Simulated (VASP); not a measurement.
# CdS (F-43m) in VASP: a series of runs

One crystal, CdS, is run at these levels: PBE+D3(BJ); tasks: single point, relaxation of cell and atoms.

All numbers are computed with VASP 6.6.1; they aren't measurements. Logs are shortened: lines on timing, memory, paths and dates and some standing lists are left out, and cuts for length are marked.

## Step 1: The structure

It takes space group F-43m (No. 216, cubic). Conventional cell: a = 5.852 Å, b = 5.852 Å, c = 5.852 Å, α = 90.00°, β = 90.00°, γ = 90.00°. Cd (site symmetry -43m) has 4 S at 2.53 Å as nearest neighbours. Around S (site symmetry -43m) lie 4 Cd at 2.53 Å.

## Step 2: Single point, PBE+D3(BJ)

File INCAR:

```
ALGO = Fast
EDIFF = 1E-6
ENCUT = 520
GGA = PE
ISIF = 2
ISMEAR = 0
IVDW = 12
LASPH = True
LCHARG = False
LREAL = False
LWAVE = False
NBANDS = 16
NELM = 100
PREC = Accurate
SIGMA = 0.02
```

File KPOINTS:

```
k-points
0
Gamma
  8 8 8
```

File POSCAR:

```
CdS
1.0
    0.0000000000      2.9260453196      2.9260453196
    2.9260453196      0.0000000000      2.9260453196
    2.9260453196      2.9260453196      0.0000000000
Cd S
1 1
Direct
    0.0000000000      0.0000000000      0.0000000000
    0.2500000000      0.2500000000      0.2500000000
```

Potentials or basis: VASP PAW PBE potentials, release 64 (Cd, S).

Launch:

```
> cat potpaw_PBE.64/Cd/POTCAR potpaw_PBE.64/S/POTCAR > POTCAR
> mpirun -np 1 vasp_std > vasp.out
```

OUTCAR:

```text
EDIFF = 1E-6
   ENCUT = 520
   GGA = PE
   ISIF = 2
   ISMEAR = 0
   IVDW = 12
   LASPH = True
   LREAL = False
   NELM = 100
   PREC = Accurate
 IVDW          = 12

 ion  position               nearest neighbor table
   1  0.000  0.000  0.000-   2 2.53   2 2.53   2 2.53   2 2.53
   2  0.250  0.250  0.250-   1 2.53   1 2.53   1 2.53   1 2.53

  LATTYP: Found a face centered cubic cell.
 ALAT       =     5.8520906392

  Lattice vectors:

 A1 = (   0.0000000000,   2.9260453196,   2.9260453196)
 A2 = (   2.9260453196,   0.0000000000,   2.9260453196)
 A3 = (   2.9260453196,   2.9260453196,   0.0000000000)

Analysis of symmetry for initial positions (statically):
=====================================================================
 Subroutine PRICEL returns:
 Original cell was already a primitive cell.

 Routine SETGRP: Setting up the symmetry group for a
 face centered cubic supercell.

 Subroutine GETGRP returns: Found 24 space group operations
 (whereof 24 operations were pure point group operations)
 out of a pool of 48 trial point group operations.

The static configuration has the point symmetry T_d .

Analysis of symmetry for dynamics (positions and initial velocities):
=====================================================================
 Subroutine PRICEL returns:
 Original cell was already a primitive cell.

 Routine SETGRP: Setting up the symmetry group for a
 face centered cubic supercell.

 Subroutine GETGRP returns: Found 24 space group operations
 (whereof 24 operations were pure point group operations)
 out of a pool of 48 trial point group operations.

The dynamic configuration has the point symmetry T_d .

 Subroutine INISYM returns: Found 24 space group operations
 (whereof 24 operations are pure point group operations),
 and found     1 'primitive' translations

----------------------------------------------------------------------------------------

                                     Primitive cell

  volume of cell :      50.1041

  direct lattice vectors                    reciprocal lattice vectors
     0.000000000  2.926045320  2.926045320    -0.170879103  0.170879103  0.170879103
     2.926045320  0.000000000  2.926045320     0.170879103 -0.170879103  0.170879103
     2.926045320  2.926045320  0.000000000     0.170879103  0.170879103 -0.170879103

  length of vectors
     4.138052975  4.138052975  4.138052975     0.295971289  0.295971289  0.295971289

  position of ions in fractional coordinates (direct lattice)
     0.000000000  0.000000000  0.000000000
[... 80 lines left out ...]
   EDIFFG = 0.1E-04   stopping-criterion for IOM
   NSW    =      0    number of steps for IOM
   IBRION =     -1    ionic relax: 0-MD 1-quasi-New 2-CG
   NFREE  =      0    steps in history (QN), initial steepest desc. (CG)
   ISIF   =      2    stress and relaxation
   ISYM   =      2    0-nonsym 1-usesym 2-fastsym
   POTIM  = 0.5000    time-step for ionic-motion
   TEBEG  =    0.0;   TEEND  =   0.0 temperature during run
   PSTRESS=    0.0 pullay stress
   NELECT =      18.0000    total number of electrons
   NUPDOWN=      -1.0000    fix difference up-down
   EMIN   =  10.00;   EMAX   =-10.00  energy-range for DOS
   EFERMI =   0.00;   METHOD = LEGACY
   ISMEAR =     0;   SIGMA  =   0.02  broadening in eV -4-tet -1-fermi 0-gaus
   EFERMI_NEDOS =   21; number of points for ismear=-14 and -15
   IALGO  =     68    algorithm
   IMIX   =      4    mixing-type and parameters
     AMIX     =   0.40;   BMIX     =  1.00
     AMIX_MAG =   1.60;   BMIX_MAG =  1.00
  volume/ion in A,a.u.               =      25.05       169.06
  Fermi-wavevector in a.u.,A,eV,Ry     =   1.163790  2.199244 18.427828  1.354407
  Thomas-Fermi vector in A             =   2.300336
   LORBIT       =      0    0 simple, 1 ext, 2 COOP (PROOUT), +10 PAW based schemes
   GGA     = PE    functional components
   LHFCALC =     F    Hartree Fock is set to
   AEXX    =    0.0000 exact exchange contribution
   IVDW    =    12    specifies the selected vdW correction
   LEPSILON=     F    determine dielectric tensor
   LRPA    =     F    only Hartree local field effects (RPA)
 non-spin polarized calculation
 RMM-DIIS sequential band-by-band and
 Gauss-broadening in eV      SIGMA  =   0.02
  energy-cutoff  :      520.00
  volume of cell :       50.10
 maximum number of plane-waves:      1365
   NGX = 15   NGY = 15   NGZ = 15

 number of electron      18.0000005 magnetization

 Free energy of the ion-electron system (eV)
  ---------------------------------------------------
  ext. energy  EPLUGINS =         0.00000000
  ---------------------------------------------------
  free energy    TOTEN  =        -6.13013497 eV

  energy without entropy =       -6.13013497  energy(sigma->0) =       -6.13013497

 E-fermi :   1.3377     XC(G=0):  -9.1040

 val. band max:        1.2299989462   @ k =   0.0000   0.0000   0.0000
 cond. band min:       2.3584497998   @ k =   0.0000   0.0000   0.0000
 fundamental gap:      1.1284508535
 Fermi energy:         1.3377260179

 k-point     1 :       0.0000    0.0000    0.0000
  band No.  band energies     occupation
      1     -11.0800      2.00000
      2      -6.4624      2.00000
      3      -6.4624      2.00000
      4      -6.4624      2.00000
      5      -5.9958      2.00000
      6      -5.9958      2.00000
[... 433 lines left out ...]
      3      -6.2655      2.00000
      4      -6.0204      2.00000
      5      -5.9697      2.00000
      6      -5.5133      2.00000
[... 8 lines left out ...]
     15      13.5066      0.00000
     16      14.3702      0.00000

 [... further k-points ...]

------------------------ aborting loop because EDIFF is reached ----------------------------------------

 Edisp (eV)   -0.60655

 E8    (eV) :    -0.2471

  FORCE on cell =-STRESS in cart. coord.  units (eV):
  Direction    XX          YY          ZZ          XY          YZ          ZX
  --------------------------------------------------------------------------------------
  -------------------------------------------------------------------------------------
  Total       0.12151     0.12151     0.12151    -0.00000    -0.00000     0.00000
  in kB       3.88540     3.88540     3.88540    -0.00000    -0.00000     0.00000
  external pressure =        3.89 kB  Pullay stress =        0.00 kB

 VOLUME and BASIS-vectors are now :
 -----------------------------------------------------------------------------
  energy-cutoff  :      520.00
  volume of cell :       50.10
      direct lattice vectors                 reciprocal lattice vectors
     0.000000000  2.926045320  2.926045320    -0.170879103  0.170879103  0.170879103
     2.926045320  0.000000000  2.926045320     0.170879103 -0.170879103  0.170879103
     2.926045320  2.926045320  0.000000000     0.170879103  0.170879103 -0.170879103

 POSITION                                       TOTAL-FORCE (eV/Angst)
 -----------------------------------------------------------------------------------
      0.00000      0.00000      0.00000        -0.000000      0.000000      0.000000
      1.46302      1.46302      1.46302         0.000000     -0.000000     -0.000000
 -----------------------------------------------------------------------------------
    total drift:                               -0.000000     -0.000000     -0.000000

  FREE ENERGIE OF THE ION-ELECTRON SYSTEM (eV)
  ---------------------------------------------------
  free  energy   TOTEN  =        -6.7366890137 eV

  energy  without entropy=       -6.7366890137  energy(sigma->0) =       -6.73668901
```

Wall time 18 s (1 thread of Intel Xeon Platinum 8488C (Sapphire Rapids), shared host); peak memory 0.18 GiB.

Results:

```
Free energy                : -6.7367 eV
Pressure                   : 0.4 GPa
Band gap on the k mesh     : 1.13 eV, direct
Dispersion energy per atom : -0.303 eV
```

As with any semilocal functional, this PBE gap is likely too small.

## Step 3: Relaxation of cell and atoms, PBE+D3(BJ)

This run uses another cell than the first one, of 24.81 Å³/atom, 0.990 times its volume.

File INCAR:

```
SYSTEM = CdS
ALGO = Normal ; EDIFF = 1E-7
EDIFFG = -0.02 ; ENCUT = 600
GGA = PE ; IBRION = 2
ISIF = 3 ; ISMEAR = 0
IVDW = 12 ; LASPH = .TRUE.
LCHARG = .FALSE. ; LREAL = .FALSE.
LWAVE = .FALSE. ; NELM = 100
NSW = 70 ; PREC = Accurate
SIGMA = 0.02
```

File KPOINTS:

```
k-points
0
G
  8 8 8
  0 0 0
```

File POSCAR:

```
CdS
1.0
    0.0000000000      2.9165000000      2.9165000000
    2.9165000000      0.0000000000      2.9165000000
    2.9165000000      2.9165000000      0.0000000000
Cd S
1 1
Direct
    0.0000000000      0.0000000000      0.0000000000
    0.2500000000      0.2500000000      0.2500000000
```

Potentials or basis: VASP PAW PBE potentials, release 64 (Cd, S).

Launch:

```
> cat potpaw_PBE.64/Cd/POTCAR potpaw_PBE.64/S/POTCAR > POTCAR
> mpirun -np 1 vasp_std > vasp.out
```

OUTCAR:

```text
SYSTEM = CdS
   EDIFF = 1E-7
   EDIFFG = -0.02
   ENCUT = 600
   GGA = PE
   IBRION = 2
   ISIF = 3
   ISMEAR = 0
   IVDW = 12
   LASPH = .TRUE.
   LREAL = .FALSE.
   NELM = 100
   NSW = 70
   PREC = Accurate
 IVDW          = 12

 ion  position               nearest neighbor table
   1  0.000  0.000  0.000-   2 2.53   2 2.53   2 2.53   2 2.53
   2  0.250  0.250  0.250-   1 2.53   1 2.53   1 2.53   1 2.53

  LATTYP: Found a face centered cubic cell.
 ALAT       =     5.8330000000

  Lattice vectors:

 A1 = (   0.0000000000,   2.9165000000,   2.9165000000)
 A2 = (   2.9165000000,   0.0000000000,   2.9165000000)
 A3 = (   2.9165000000,   2.9165000000,   0.0000000000)

Analysis of symmetry for initial positions (statically):
=====================================================================
 Subroutine PRICEL returns:
 Original cell was already a primitive cell.

 Routine SETGRP: Setting up the symmetry group for a
 face centered cubic supercell.

 Subroutine GETGRP returns: Found 24 space group operations
 (whereof 24 operations were pure point group operations)
 out of a pool of 48 trial point group operations.

The static configuration has the point symmetry T_d .

Analysis of symmetry for dynamics (positions and initial velocities):
=====================================================================
 Subroutine PRICEL returns:
 Original cell was already a primitive cell.

 Routine SETGRP: Setting up the symmetry group for a
 face centered cubic supercell.

 Subroutine GETGRP returns: Found 24 space group operations
 (whereof 24 operations were pure point group operations)
 out of a pool of 48 trial point group operations.

The dynamic configuration has the point symmetry T_d .

 Subroutine INISYM returns: Found 24 space group operations
 (whereof 24 operations are pure point group operations),
 and found     1 'primitive' translations

----------------------------------------------------------------------------------------

                                     Primitive cell

  volume of cell :      49.6153

  direct lattice vectors                    reciprocal lattice vectors
     0.000000000  2.916500000  2.916500000    -0.171438368  0.171438368  0.171438368
     2.916500000  0.000000000  2.916500000     0.171438368 -0.171438368  0.171438368
     2.916500000  2.916500000  0.000000000     0.171438368  0.171438368 -0.171438368

  length of vectors
     4.124553855  4.124553855  4.124553855     0.296939964  0.296939964  0.296939964

  position of ions in fractional coordinates (direct lattice)
     0.000000000  0.000000000  0.000000000
     0.250000000  0.250000000  0.250000000

  ion indices of the primitive-cell ions
   primitive index   ion index
                 1           1
                 2           2

----------------------------------------------------------------------------------------

 KPOINTS: k-points

Automatic generation of k-mesh.
 Grid dimensions read from file:
 generate k-points for:    8    8    8

 Generating k-lattice:

  Cartesian coordinates                     Fractional coordinates (reciprocal lattice)
    -0.021429796  0.021429796  0.021429796     0.125000000  0.000000000  0.000000000
     0.021429796 -0.021429796  0.021429796     0.000000000  0.125000000  0.000000000
     0.021429796  0.021429796 -0.021429796     0.000000000  0.000000000  0.125000000

  Length of vectors
     0.037117495  0.037117495  0.037117495

  Shift w.r.t. Gamma in fractional coordinates (k-lattice)
     0.000000000  0.000000000  0.000000000

 Subroutine IBZKPT returns following result:
 ===========================================

 Found     29 irreducible k-points:

 Following reciprocal coordinates:
            Coordinates               Weight
  0.000000  0.000000  0.000000      1.000000
  0.125000  0.000000  0.000000      8.000000
  0.250000  0.000000  0.000000      8.000000
  0.375000  0.000000  0.000000      8.000000
  0.500000  0.000000  0.000000      4.000000
  0.125000  0.125000  0.000000      6.000000
[... 16 lines left out ...]
  0.500000  0.250000  0.125000     48.000000
 -0.375000  0.250000  0.125000     24.000000
 [... further k-points ...]
   k-points           NKPTS =     29   k-points in BZ     NKDIM =     29   number of bands    NBANDS=     13
   number of dos      NEDOS =    301   number of ions     NIONS =      2
   total plane-waves  NPLWV =  46656
   dimension x,y,z NGX =    36 NGY =   36 NGZ =   36
   dimension x,y,z NGXF=    72 NGYF=   72 NGZF=   72
   ions per type =               1   1
   NGX,Y,Z   is equivalent  to a cutoff of  14.51, 14.51, 14.51 a.u.
   NGXF,Y,Z  is equivalent  to a cutoff of  29.02, 29.02, 29.02 a.u.
 SYSTEM =  CdS
   PREC   = accura    normal or accurate (medium, high low for compatibility)
   ISTART =      0    job   : 0-new  1-cont  2-samecut
   ICHARG =      2    charge: 1-file 2-atom 10-const
   ISPIN  =      1    spin polarized calculation?
   LNONCOLLINEAR =      F non collinear calculations
   LSORBIT =      F    spin-orbit coupling
   LASPH  =      T    aspherical Exc in radial PAW
   ENCUT  =  600.0 eV  44.10 Ry    6.64 a.u.   8.24  8.24  8.24*2*pi/ulx,y,z
   NELM   =    100;   NELMIN=  2; NELMDL= -5     # of ELM steps
   EDIFF  = 0.1E-06   stopping-criterion for ELM
   LREAL  =      F    real-space projection
   EDIFFG = -.2E-01   stopping-criterion for IOM
   NSW    =     70    number of steps for IOM
   IBRION =      2    ionic relax: 0-MD 1-quasi-New 2-CG
   NFREE  =      1    steps in history (QN), initial steepest desc. (CG)
   ISIF   =      3    stress and relaxation
   ISYM   =      2    0-nonsym 1-usesym 2-fastsym
   POTIM  = 0.5000    time-step for ionic-motion
   TEBEG  =    0.0;   TEEND  =   0.0 temperature during run
   PSTRESS=    0.0 pullay stress
   NELECT =      18.0000    total number of electrons
   NUPDOWN=      -1.0000    fix difference up-down
   EMIN   =  10.00;   EMAX   =-10.00  energy-range for DOS
   EFERMI =   0.00;   METHOD = LEGACY
   ISMEAR =     0;   SIGMA  =   0.02  broadening in eV -4-tet -1-fermi 0-gaus
   EFERMI_NEDOS =   21; number of points for ismear=-14 and -15
   IALGO  =     38    algorithm
   IMIX   =      4    mixing-type and parameters
     AMIX     =   0.40;   BMIX     =  1.00
     AMIX_MAG =   1.60;   BMIX_MAG =  1.00
  volume/ion in A,a.u.               =      24.81       167.41
  Fermi-wavevector in a.u.,A,eV,Ry     =   1.167599  2.206442 18.548649  1.363287
  Thomas-Fermi vector in A             =   2.304097
   LORBIT       =      0    0 simple, 1 ext, 2 COOP (PROOUT), +10 PAW based schemes
   GGA     = PE    functional components
   LHFCALC =     F    Hartree Fock is set to
   AEXX    =    0.0000 exact exchange contribution
   IVDW    =    12    specifies the selected vdW correction
   LEPSILON=     F    determine dielectric tensor
   LRPA    =     F    only Hartree local field effects (RPA)
 conjugate gradient relaxation of ions
 non-spin polarized calculation
 Gauss-broadening in eV      SIGMA  =   0.02
  energy-cutoff  :      600.00
  volume of cell :       49.62
 maximum number of plane-waves:      1676
 NGX is ok and might be reduce to    36
   NGX = 17   NGY = 17   NGZ = 17

--------------------------------------- Ionic step        1  -------------------------------------------

 number of electron      17.9999999 magnetization

 Free energy of the ion-electron system (eV)
  ---------------------------------------------------
  ext. energy  EPLUGINS =         0.00000000
  ---------------------------------------------------
  free energy    TOTEN  =        -6.12115819 eV

  energy without entropy =       -6.12115819  energy(sigma->0) =       -6.12115819

------------------------ aborting loop because EDIFF is reached ----------------------------------------

 Edisp (eV)   -0.61331

 E8    (eV) :    -0.2499
[... 71 lines left out ...]
--------------------------------------- Ionic step        3  -------------------------------------------

 number of electron      17.9999999 magnetization

 Free energy of the ion-electron system (eV)
  ---------------------------------------------------
  ext. energy  EPLUGINS =         0.00000000
  ---------------------------------------------------
  free energy    TOTEN  =        -6.13391925 eV

  energy without entropy =       -6.13391925  energy(sigma->0) =       -6.13391925

 E-fermi :   1.3269     XC(G=0):  -9.0779

 val. band max:        1.1834329586   @ k =   0.0000   0.0000   0.0000
 cond. band min:       2.2996776076   @ k =   0.0000   0.0000   0.0000
 fundamental gap:      1.1162446490
 Fermi energy:         1.3269050095

 k-point     1 :       0.0000    0.0000    0.0000
  band No.  band energies     occupation
      1     -11.0929      2.00000
      2      -6.4905      2.00000
      3      -6.4905      2.00000
      4      -6.4905      2.00000
      5      -6.0315      2.00000
      6      -6.0315      2.00000
      7       1.1834      2.00000
      8       1.1834      2.00000
      9       1.1834      2.00000
     10       2.2997      0.00000
     11       7.7331      0.00000
     12       7.7331      0.00000
     13       7.7331      0.00000
[... 354 lines left out ...]
  band No.  band energies     occupation
      1     -10.6192      2.00000
      2      -6.3327      2.00000
      3      -6.2965      2.00000
      4      -6.0554      2.00000
      5      -6.0057      2.00000
      6      -5.5553      2.00000
      7      -2.8463      2.00000
      8      -0.7030      2.00000
      9      -0.0013      2.00000
     10       5.5225      0.00000
     11       7.0168      0.00000
     12       8.3862      0.00000
     13       9.5307      0.00000

 [... further k-points ...]

------------------------ aborting loop because EDIFF is reached ----------------------------------------

 Edisp (eV)   -0.60276

 E8    (eV) :    -0.2455
[... 25 lines left out ...]
  FREE ENERGIE OF THE ION-ELECTRON SYSTEM (eV)
  ---------------------------------------------------
  free  energy   TOTEN  =        -6.7366841915 eV

  energy  without entropy=       -6.7366841915  energy(sigma->0) =       -6.73668419

 reached required accuracy - stopping structural energy minimisation
```

Wall time 44 s (1 thread of Intel Xeon Platinum 8488C (Sapphire Rapids), shared host); peak memory 0.23 GiB.

What came out:

```yaml
Free_energy: -6.7367 eV
Relaxed_volume: 25.19 Å³/atom
Relaxed_cell: a = 4.146 Å, b = 4.146 Å, c = 4.146 Å, α = 60.00°, β = 60.00°, γ = 60.00°
Space_group_after_relaxing_to_0.05_Å: F-43m (No. 216)
Energy_gained_by_relaxing: 1.1 meV/atom
Ionic_steps: 3
Pressure_after_relaxing: 0.0 GPa
Band_gap_on_the_k_mesh: 1.12 eV, direct
Dispersion_energy_per_atom: -0.301 eV
```

Step by step:
```csv
step,energy change (eV),largest force (eV/Å),pressure (GPa),volume (Å³)
1,0.0000,0.0000,0.94,49.62
2,-0.0019,0.0000,-0.33,50.67
3,-0.0022,0.0000,0.02,50.38
```

Final structure:
```yaml
crystal:
  lattice:
    - [0.00000, 2.93146, 2.93146]
    - [2.93146, 0.00000, 2.93146]
    - [2.93146, 2.93146, 0.00000]
  atoms:
    - { symbol: Cd, position: [0.00000, 0.00000, 0.00000] }
    - { symbol: S, position: [0.25000, 0.25000, 0.25000] }
```
